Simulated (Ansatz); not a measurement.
Slab: WS2, a slab with vacuum.

```
W S
1.0
     3.18352    0.00000    0.00000
    -1.59176    2.75701    0.00000
     0.00000    0.00000   16.95058
W S
1 2
Direct
  0.99775 0.00096 0.99765
  0.33985 0.65947 0.09287
  0.33153 0.65848 0.90878
```

The cell isn't the ideal one: atoms moved at random, drawn with an rms of 0.05 Å.

A run of Ansatz 0.2.0 on this cell left the log below. Logs are shortened: lines on timing, memory, paths and dates and some standing lists are left out, and cuts for length are marked.

```text
Warning: RAYON_NUM_THREADS=2 ignored (pool sized by the plan → 2); use --threads N
W: projections on atomic orbitals take those of the free atom 1s2 2s2 2p6 3s2 3p6 3d10 4s2 4p6 4d10 4f14 5s2 5p6 5d4 6s2, of charge +0.00 (hamiltonian.pseudopotentials.projection_atoms)
S: projections on atomic orbitals take those of the free atom 1s2 2s2 2p6 3s2 3p4, of charge +0.00 (hamiltonian.pseudopotentials.projection_atoms)
LAPW: plane waves up to 8.885 Å⁻¹, error target 1.0e-3 eV per atom; small_component_spin mean_spin; S in spheres of 1.012 Å, 14 of its electrons in bands, Dirac shells []; W in spheres of 1.345 Å, 44 of its electrons in bands, Dirac shells [] (how accurate: hamiltonian.pseudopotentials.lapw.basis_error, Limitations)
Engine: ansatz 0.2.0, x86_64-unknown-linux-gnu
Pseudopotentials: kind: all_electron
Pseudopotential: W, LAPW, valence charge 44, lapw/all_electron/scalar/gaussian/W, Koelling and Harmon's equation, gaussian nucleus
Pseudopotential: S, LAPW, valence charge 14, lapw/all_electron/scalar/gaussian/S, Koelling and Harmon's equation, gaussian nucleus
Functional definition: PBEsol
  exchange = pbesol_x
  correlation = pbesol_c
Crystal: 3 atoms, lattice volume = 148.775 Å³
Basis set: ecut = 300.79306166551083 eV, 1793 PW (Γ), exchange–correlation at level 2
Bands: 44, of which v1, the nominal top of the filled ones, is band 36 counted from 1 (35 counted from 0)
Symmetry: 1 space group operations
Space group: P1 (ITA 1), of the structure as read, at distance tolerance 5.3e-5 Å
k-points: 104 of 200 (time reversal used)
Non-local potential: W, projectors of the file, none
[... 28 lines left out ...]
  E_electrostatic = -964179.601201  (all electrons and nuclei)
  E_smearing   = -0.000000  (= −TS)
  E_closure    = 0.000000  (closes the sum)
  E_atoms      = -460744.039139  (free atoms, spherical and without spin; not in F)
  Σ components = -460767.643702   (vs F -460767.643702, Δ=0.00e0)
  Basis errors (estimates in eV, not in F): energy 4.9e-4 per atom: plane waves 4.4e-4 (2.6e-4 summed), levels above the bands 1.9e-64, relativity 2.3e-8, radial functions 4.8e-5, core shells 4.6e-8; eigenvalues (radial functions only) 1.4e-6; not estimated: angular momenta, meshes, grids; target (lapw.basis_error) 1.0e-3; muffin-tin radii S 1.012 Å, W 1.345 Å
--- Forces (eV/Å), atoms counted from 1 ---
  atom   1  W      0.56690948    -0.50808351     1.71721417
  atom   2  S     -0.36835721     0.20418978    -0.92921626
  atom   3  S     -0.19855355     0.30389577    -0.78803469
  max |Σ_I F_I| component: 3.68e-5 eV/Å
--- Stress (GPa, compression-positive) ---
       -1.444021       0.176736      -0.318254
        0.176736      -1.079442      -0.137998
       -0.318254      -0.137998      -0.334675
  P = ⅓ Tr σ = -0.9527 GPa (-9.527 kbar)
--- Band table (eV; the first three rows and the last of 104) ---
  k-point 0: bands = ["-416.3659", "-416.3638", "-416.3606", "-231.6603", "-231.6564", "-231.6492", "-231.6464", "-231.6377", "-203.8286", "-203.8128", "-148.9010", "-148.9002", "-148.8847", "-148.8841", "-148.8587", "-148.8304", "-72.7367", "-37.0310", "-36.8770", "-36.8689", "-27.0253", "-27.0231", "-27.0165", "-27.0037", "-27.0011", "-26.9990", "-26.9983", "-13.6124", "-11.9153", "-5.2068", "-1.8328", "-1.7608", "-0.9370", "-0.6139", "-0.2715", "1.1899", "3.7682", "4.0190", "4.3762", "4.4089", "6.1484", "6.7367", "6.7757", "7.9390"]
  k-point 1: bands = ["-416.3659", "-416.3638", "-416.3606", "-231.6603", "-231.6564", "-231.6492", "-231.6464", "-231.6377", "-203.8286", "-203.8128", "-148.9010", "-148.9002", "-148.8847", "-148.8841", "-148.8587", "-148.8304", "-72.7367", "-37.0310", "-36.8770", "-36.8689", "-27.0253", "-27.0231", "-27.0165", "-27.0037", "-27.0011", "-26.9990", "-26.9983", "-13.6124", "-11.9153", "-5.2068", "-1.8328", "-1.7608", "-0.9370", "-0.6139", "-0.2715", "1.1899", "3.7682", "4.0190", "4.3762", "4.4089", "6.1818", "6.5438", "6.9483", "7.9722"]
  k-point 2: bands = ["-416.3659", "-416.3638", "-416.3606", "-231.6603", "-231.6564", "-231.6492", "-231.6464", "-231.6377", "-203.8286", "-203.8128", "-148.9009", "-148.9002", "-148.8847", "-148.8841", "-148.8587", "-148.8304", "-72.7351", "-37.0250", "-36.9091", "-36.8775", "-27.0250", "-27.0231", "-27.0156", "-27.0039", "-27.0016", "-26.9995", "-26.9985", "-13.4462", "-11.8573", "-5.0102", "-2.2058", "-1.6681", "-1.4903", "-0.6054", "-0.2325", "1.0846", "3.6756", "3.9321", "4.2008", "4.4221", "6.5798", "6.9698", "7.2308", "8.1911"]
  k-point 103: bands = ["-416.3659", "-416.3638", "-416.3606", "-231.6603", "-231.6564", "-231.6492", "-231.6464", "-231.6377", "-203.8285", "-203.8128", "-148.9010", "-148.9002", "-148.8847", "-148.8841", "-148.8587", "-148.8304", "-72.7199", "-37.2030", "-36.9692", "-36.9560", "-27.0263", "-27.0182", "-27.0116", "-27.0100", "-27.0058", "-27.0012", "-26.9943", "-11.5490", "-11.1007", "-5.3305", "-4.0295", "-3.3180", "-2.3717", "-0.8539", "-0.1192", "0.3171", "4.0099", "4.4220", "5.0425", "5.9615", "6.2030", "8.6889", "9.0519", "10.2588"]
--- Löwdin populations: 3 sites ---
  site symbol       q [e]
     0      W     73.5395
     1      S     16.1259
     2      S     16.0949
  spilling = 0.002261 (of n_electrons = 106.000000)
```

Task: What input gives this log?

Result: Single point with PBEsol, no spin polarisation. The files as run (others can give the same):

input.yaml
```yaml
crystal:
  lattice:
    - [3.1835163552, 0.0, 0.0]
    - [-1.5917581776, 2.7570060369, 0.0]
    - [0.0, 0.0, 16.95057789]
  atoms:
    - { symbol: W, position: [-0.002252, 0.000959, -0.002354] }
    - { symbol: S, position: [0.339847, 0.659467, 0.092874] }
    - { symbol: S, position: [0.331534, 0.658482, 0.908785] }
kpoints:
  mp_grid: { grid: [10, 10, 2] }
scf:
  occupations: { method: fermi_dirac, width: 0.05 }
hamiltonian:
  xc: pbesol
  pseudopotentials: { kind: all_electron, lapw: { basis_error: 0.001 } }
output:
  forces: true
  stress: true
  eigenvalues: true
  populations: true
```

Potentials or basis: all-electron LAPW, scalar-relativistic.
The run is started by
```console
$ ansatz run input.yaml --threads 2 --pin off --max-ram 8192MiB --backend cpu --events-out ev --progress --plain --runs-dir out
```

Caveat: spin-orbit coupling is left out, which moves the levels of the heavy elements.
